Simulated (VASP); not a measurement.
# CdS: optical spectrum of independent particles, by functional and spin-orbit coupling

CdS, P3m1 (no. 156), 2 atoms in the cell.

| Functional | Spin-orbit coupling | ε at zero frequency, electronic | Mean energy of the absorption, weighted by Im ε (eV) | Direct gap on the mesh (eV) | Time (s) |
|---|---|---|---|---|---|
| PBE | no | 4.48 | 6.14 | 1.47 | 10 |
| LDA | no | 5.04 | 5.89 | 1.29 | 9.6 |
| PBEsol | no | 4.65 | 6.07 | 1.42 | 10 |
| r2SCAN | no | 3.73 | 6.63 | 1.90 | 61 |
| RPBE | no | 4.22 | 6.28 | 1.58 | 10 |
| PBE | yes | 4.48 | 6.14 | 1.46 | 62 |

Limits: The 8×8×6 mesh is coarse for a spectrum: peaks stand apart that a denser mesh merges, and ε at zero frequency can be far too high; rows 1, 2, 3, 4, 5: spin-orbit coupling is left out, which can matter with atoms this heavy; the pull between electron and hole is left out; the onset follows the functional's gap, which semilocal functionals usually make too small; ε is the mean of a tensor that differs by direction.

## Input of the first row

INCAR:
```
SYSTEM = CdS
PREC = Accurate
ENCUT = 320
ISMEAR = 0
SIGMA = 0.02
EDIFF = 1E-7
LASPH = .TRUE.
KPAR = 4
LWAVE = .TRUE.
LCHARG = .FALSE.
LOPTICS = .TRUE.
ALGO = Normal
NBANDS = 25
NEDOS = 2000
CSHIFT = 0.1
GGA = PE
```

KPOINTS:
```
k-points
0
Gamma
  8 8 6
```

POSCAR:
```
CdS
1.0
    4.2611695877      0.0000000000      0.0000000000
   -2.1305847939      3.6902811128      0.0000000000
    0.0000000000      0.0000000000      5.8041729400
Cd S
1 1
Direct
    0.0000000000      0.0000000000      0.4426919200
    0.6666666667      0.3333333333      0.4343080800
```

Commands:
```
cat potpaw_PBE.64/Cd/POTCAR potpaw_PBE.64/S/POTCAR > POTCAR
mpirun -np 4 vasp_std > vasp.out
```

Changes of the last row against the first:
```
- NBANDS = 25
+ NBANDS = 50
+ LSORBIT = True
+ MAGMOM = 6*0
+ GGA_COMPAT = False
- vasp_std
+ vasp_ncl
```

VASP 6.6.1 took 10 s on 4 cores (Intel Xeon 6975P-C (Granite Rapids)), a shared host.
